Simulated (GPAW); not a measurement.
# Cu (P-1) in GPAW: reference runs

Reference runs on Cu: the cell as given.

All numbers are computed with GPAW 26.7.0; they aren't measurements. Logs are shortened: lines on timing, memory, paths and dates and some standing lists are left out, and cuts for length are marked. The log counts tension as positive stress, the text compression.

### 1 The cell of the first run

The typed cell holds 2 atoms: a = 2.556 Å, b = 2.556 Å, c = 4.427 Å, α = 73.22°, β = 73.22°, γ = 60.00°.

### 2 Single point, PBE (all atoms moved at random, sigma 0.05 Å a component)

Contents of run.py:

```python
from ase import Atoms
from ase.dft.bandgap import bandgap
from ase.io import write
from ase.units import Bohr, GPa
from gpaw import GPAW, PW
from gpaw.elf import elf_from_dft_calculation

atoms = Atoms(['Cu', 'Cu'],
              cell=[[0.0, -1.8075, -1.8075],
                    [-1.8075, 0.0, -1.8075],
                    [1.8075, 1.8075, -3.615]],
              scaled_positions=[[0.48555249, 0.50760895, 0.49794564],
                                [0.01444751, 0.99239105, 0.00205436]],
              pbc=True)

calc = GPAW(mode=PW(600),
            xc='PBE',
            kpts={'size': (12, 12, 7), 'gamma': True},
            occupations={'name': 'fermi-dirac', 'width': 0.05},
            nbands=23,
            convergence={'density': 1e-05, 'energy': 1e-05},
            maxiter=150,
            txt='gpaw.txt')
atoms.calc = calc
energy = atoms.get_potential_energy()
forces = atoms.get_forces()
stress = atoms.get_stress()
calc.write('gs.gpw')
write('result.traj', atoms)
print(f'Energy: {energy:.6f} eV')
print('Forces (eV/A):')
print(forces.round(4))
print('Stress (GPa):', (stress / GPa).round(3))
print('Fermi level:', round(calc.get_fermi_level(), 4), 'eV')
print(f'Gap: {bandgap(calc)[0]:.4f} eV, direct: {bandgap(calc, direct=True)[0]:.4f} eV')

# fields on the real-space grid
write('density.cube', atoms, data=calc.get_pseudo_density() * Bohr**3)
write('potential.cube', atoms, data=calc.get_electrostatic_potential())
write('elf.cube', atoms, data=elf_from_dft_calculation(calc).data)
```

Potentials or basis: GPAW PAW data sets (gpaw-data 1.2.1), pw.

Run with:

```
OMP_NUM_THREADS=1 python run.py
```

gpaw.txt:

```text
__  _  _
 | _ |_)|_||  |
 |__||  | ||/\| - 26.7.0

Input parameters:
  mode=PW(ecut=600.0),
  convergence={'density': 1e-05, 'energy': 1e-05},
  kpts=MonkhorstPack(size=(12, 12, 7), gamma=True),
  maxiter=150,
  nbands=23,
  occupations=Occupations(name='fermi-dirac', width=0.05),
  xc=XC(name='PBE')

Diagonalizing LCAO Hamiltonian
Converting LCAO to pw mode

       Cu

           Cu

Atoms  # Å, Bohr magnetons
|   | symbol |         x |         y |         z |    initial magnetic moments |
|---|--------|-----------|-----------|-----------|-----------------------------|
| 0 |     Cu | -0.017466 |  0.022401 | -3.595213 | ( 0.0000,  0.0000,  0.0000) |
| 1 |     Cu | -1.790034 | -0.022401 | -1.827287 | ( 0.0000,  0.0000,  0.0000) |

Unit cell  # Å
| periodic |         x |         y |         z |  lengths |    angles |
|----------|-----------|-----------|-----------|----------|-----------|
|      yes |  0.000000 | -1.807500 | -1.807500 | 2.556191 | 73.221345 |
|      yes | -1.807500 |  0.000000 | -1.807500 | 2.556191 | 73.221345 |
|      yes |  1.807500 |  1.807500 | -3.615000 | 4.427453 | 60.000000 |

Number of symmetries: 1
Symmetry operations  # r_c * U_cc + t_c -> r_c
|   | kind |            matrix            |
|---|------|------------------------------|
| 0 |  E   |  1, 0, 0,  0, 1, 0,  0, 0, 1 |

BZ-sampling:
  Number of BZ points: 1008
  Number of IBZ points: 506

  Monkhorst-Pack size: [12, 12, 7]
  Monkhorst-Pack shift: [0.041666666666666664, 0.041666666666666664, 0.0]

K-points  # in reciprocal-cell coordinates
|     |                                coordinates |     weight |
|-----|--------------------------------------------|------------|
|   0 | ( -0.00000000,  -0.00000000,   0.00000000) | 0.00099206 |
|   1 | ( -0.00000000,  -0.00000000,   0.14285714) | 0.00198413 |
|   2 | ( -0.00000000,  -0.00000000,   0.28571429) | 0.00198413 |
|   3 | ( -0.00000000,  -0.00000000,   0.42857143) | 0.00198413 |
|   4 | ( -0.00000000,   0.08333333,  -0.42857143) | 0.00198413 |
|   5 | ( -0.00000000,   0.08333333,  -0.28571429) | 0.00198413 |
|   6 | ( -0.00000000,   0.08333333,  -0.14285714) | 0.00198413 |
|   7 | ( -0.00000000,   0.08333333,   0.00000000) | 0.00198413 |
|   8 | ( -0.00000000,   0.08333333,   0.14285714) | 0.00198413 |
|   9 | ( -0.00000000,   0.08333333,   0.28571429) | 0.00198413 |
| ... |                                            |            |
| 505 | (  0.50000000,   0.50000000,   0.42857143) | 0.00198413 |

Plane wave coefficients: 803
Cutoff: 600.0 eV

Spin-components: 1 (collinear spins)
Bands:           23
Projectors:      12
Spin-degeneracy: 2
Datatype:        complex128

Parallelization:
  kpt:    1
  domain: 1
  band:   1

Density:
  Valence electrons: 22.0
  Components: 1
  Grid points: [15 15 27]
  Charge: 0.0  # |e|

Potential:
  Grid points: [15 15 27]

species:
  Cu:
    name:    Copper
    Z:       29.0
    valence: 11
    core:    18
    charge:  0.0  # [|e|]
    compensation charges:
      type: gauss
      rc: 0.33  # [Å]
      lmax: 2
    cutoffs:
      filter: 2.06  # [Å]
      core: 2.43  # [Å]
    projectors
    | kind |    occ | energy [eV] | rcut [Å] |
    |------|--------|-------------|----------|
    |   4s |  1.000 |      -4.609 |    1.164 |
    |   4p |  0.000 |      -0.698 |    1.164 |
    |   3d | 10.000 |      -5.039 |    1.058 |
    |    s |        |      22.603 |    1.164 |
    |    p |        |      26.513 |    1.164 |
    |    d |        |      22.172 |    1.058 |

    Using partial waves for Cu as LCAO basis

Reference energy: -90042.903682  # eV

eigensolver:
  PPCG
  Converge bands: occupied
  niter=2

density mixing:
  MSR1-Mixer
  Pratt-step length: 0.05
  Maximum mixing coefficient: 0.75
  Old densities: 10
  SVD Regularization: 0.005
  Good broyden scale: 1.0
  Trust region scale: 1.0
  Backstep threshold: 4.0
  History deletion threshold: 6.0
  Fourier metric: weight=20.0, sigma=0.015

occupation numbers:
  Fermi-Dirac:
    width: 0.0500  # eV

poisson solver:
  ecut: 4800.0  # eV

xc functional:
  name: PBE with 2 nearest neighbor stencil

convergence criteria:
- Maximum integral of absolute [dens]ity change: 1e-05 electrons / valence electron
- Maximum [total energy] change in last 3 cyles: 1e-05 eV / valence electron
- Maximum integral of absolute [eigenst]ate change: 4e-08 eV^2 / valence electron
maximum number of iterations: 150

SCF iterations
|iter     | |      energy | eigst |  dens |
|---------|-|-------------|-------|-------|
|iter:   1| |   -9.242298 | -0.22 |       |
|iter:   2| |   -8.504506 | -2.62 | -0.89 |
|iter:   3| |   -7.368324 | -1.66 | -1.00 |
|iter:   4| |   -7.348539 | -4.10 | -1.80 |
|iter:   5| |   -7.334163 | -3.39 | -1.95 |
|iter:   6| |   -7.334185 | -5.95 | -3.54 |
|iter:   7| |   -7.334180c| -6.22 | -3.56 |
|iter:   8| |   -7.334178c| -7.08 | -3.97 |
|iter:   9| |   -7.334177c| -8.77c| -4.61 |
|iter:  10| |   -7.334177c| -8.15c| -5.11c|

Converged in 10 steps
Energy contributions relative to reference atoms: (reference = -90042.903682)

Energy contributions:
  Kinetic:         -23.581197
  Coulomb:          18.380238
  Zero:              0.103306
  External:          0.000000
  Xc:               -2.233471
  Entropy:          -0.006105
  Spinorbit:         0.000000
  ----------------------------
  Free energy:      -7.337230
  Extrapolated:     -7.334177

dipole moment: (-7.796008, -0.035724, 7.762711)  # |e|*Ang

Fermi level: 8.035
Eigenvalues  # (at kpt = [-0.000, -0.000, 0.000])
| band index |      eig [eV] | occ [0-2] |
|------------|---------------|-----------|
|          0 |        -1.326 |     2.000 |
|        ... |               |           |
|          4 |         5.023 |     2.000 |
|          5 |         5.034 |     2.000 |
|          6 |         5.039 |     2.000 |
|          7 |         5.846 |     2.000 |
|          8 |         5.853 |     2.000 |
|          9 |         6.418 |     2.000 |
|         10 |         6.420 |     2.000 |
|         11 |         7.023 |     2.000 |
|         12 |        11.828 |     0.000 |
|         13 |        29.437 |     0.000 |
|         14 |        30.228 |     0.000 |
|         15 |        30.241 |     0.000 |
|         16 |        31.055 |     0.000 |
|         17 |        33.000 |     0.000 |
|         18 |        33.040 |     0.000 |
|         19 |        33.457 |     0.000 |
|        ... |               |           |
|         22 |        35.672 |     0.000 |

No gap
No difference between direct/indirect transitions

Forces  # eV/Ang
|        x |        y |        z |
|----------|----------|----------|
|  0.11684 | -0.01333 | -0.12358 |  # Cu   0
| -0.11682 |  0.01333 |  0.12357 |  # Cu   1

Stress tensor  # eV/Ang^3
|         x |         y |         z |
|-----------|-----------|-----------|
| -0.021191 |  0.002357 | -0.000410 |
|  0.002357 | -0.019525 | -0.001660 |
| -0.000410 | -0.001660 | -0.021330 |

# Writing to gs.gpw (mode='')
```

Run time: 2.9 min. Hardware: 1 thread of Arm Neoverse V1, shared host; peak memory 0.35 GiB.

What came out:

| Quantity | Value |
| --- | --- |
| Free energy | -7.3372 eV |
| Pressure | 3.3 GPa |
| Largest force | 0.171 eV/Å |
| Band gap on the k mesh | none (metal or under the smearing width) |

Forces on the atoms (eV/Å):
```
Cu   0.117 -0.013 -0.124
Cu  -0.117  0.013  0.124
```

Caveat: with this Cu data set, volumes or pressures lay over 1.5 % or 2 GPa off other programs in two to four cells of ten.
